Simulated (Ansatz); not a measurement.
# NaI: response to strain

Aim: deform NaI (zz strain of -1 %) and compute stress, forces and field gradients with LAPW, PAW and all-electron datasets made for the crystal.

Method: DFT LDA, scalar-relativistic, in Ansatz 0.2.0.

### Step 1. The system as given

The structure is cubic, space group Fm-3m (No. 225). The conventional cell has a = 6.473 Å, b = 6.473 Å, c = 6.473 Å, α = 90.00°, β = 90.00°, γ = 90.00°. Na (site symmetry m-3m) has 6 I at 3.24 Å as nearest neighbours. Around I (site symmetry m-3m) lie 6 Na at 3.24 Å.

As a file:

```
CELL_PARAMETERS angstrom
0.00000 3.23640 3.23640
3.23640 0.00000 3.23640
3.23640 3.23640 0.00000
ATOMIC_POSITIONS crystal
Na 0.00000 0.00000 0.00000
I 0.50000 0.50000 0.50000
```

Atoms are numbered in the order of the input: Na1, I2.

### Step 2. After the deformation

Space group Fm-3m before, I4/mmm after.

### Step 3. All-electron LAPW

The input, input.yaml:

```yaml
crystal:
  lattice:
    - [0.0, 3.2364, 3.204036]
    - [3.2364, 0.0, 3.204036]
    - [3.2364, 3.2364, 0.0]
  atoms:
    - { symbol: Na, position: [0.0, 0.0, 0.0] }
    - { symbol: I, position: [0.5, 0.5, 0.5] }
kpoints:
  mp_grid: { grid: [8, 8, 8] }
  band_path:
    path:
      - [0.0, 0.0, 0.0]
      - [0.0, 0.5, 0.5]
      - [0.25, 0.75, 0.5]
      - [0.0, 0.5, 0.0]
      - [0.0, 0.0, 0.0]
      - [0.5, 0.5, 0.0]
      - [0.3775380063, 0.6224619937, 0.0]
      - [-0.3775380063, 0.3775380063, 0.0]
      - [0.0, 0.0, 0.0]
    npoints: 5
scf:
  occupations: { method: fermi_dirac, width: 0.02 }
hamiltonian:
  xc: lda
  pseudopotentials: { kind: all_electron, lapw: { basis_error: 0.001 } }
output:
  forces: true
  stress: true
  eigenvalues: true
```

Command:

```
ansatz run input.yaml --threads 1 --pin off --max-ram 3072MiB --backend cpu --events-out ev --progress --plain --runs-dir out
```

### Step 4. PAW with frozen cores

The input, input.yaml:

```yaml
crystal:
  lattice:
    - [0.0, 3.2364, 3.204036]
    - [3.2364, 0.0, 3.204036]
    - [3.2364, 3.2364, 0.0]
  atoms:
    - { symbol: Na, position: [0.0, 0.0, 0.0] }
    - { symbol: I, position: [0.5, 0.5, 0.5] }
kpoints:
  mp_grid: { grid: [8, 8, 8] }
scf:
  occupations: { method: fermi_dirac, width: 0.02 }
hamiltonian:
  xc: lda
  pseudopotentials: { kind: paw }
output:
  forces: true
  stress: true
  eigenvalues: true
  efg: { contact_densities: true }
```

### Step 5. All-electron PAW on datasets made for the crystal

Edit input.yaml of step 4 so:

```diff
@@ -14,3 +14,3 @@
   xc: lda
-  pseudopotentials: { kind: paw }
+  pseudopotentials: { kind: all_electron, datasets: crystal }
 output:
```

(Steps that only read results are left out.)

Q: Predict the outcome of this session. Wanted: pressure; largest shear or deviatoric stress.

The runs gave:

| quantity | value |
| --- | --- |
| pressure | LAPW -1.50, PAW -1.51, crystal datasets -1.51 GPa |
| largest shear or deviatoric stress (LAPW) | 0.14 GPa |

What this shows: The largest part of the stress beyond the pressure is 0.14 GPa in size, in the zz component; the atoms are carried along and not relaxed. No run of the undeformed cell stands beside it, so the pressure holds what the given cell had before the change. PAW: stress within 0.01 GPa of LAPW. Crystal datasets: stress within 0.01 GPa of LAPW. Spin-orbit coupling is left out, though the cell holds I; in elements this heavy it can shift bands and gaps by tenths of an eV.

The gaps are Kohn-Sham values of a semilocal functional, not quasiparticle or optical gaps. Such gaps usually fall short of the measured ones; spin-orbit coupling, left out here, narrows gaps with I, so the two errors partly cancel.
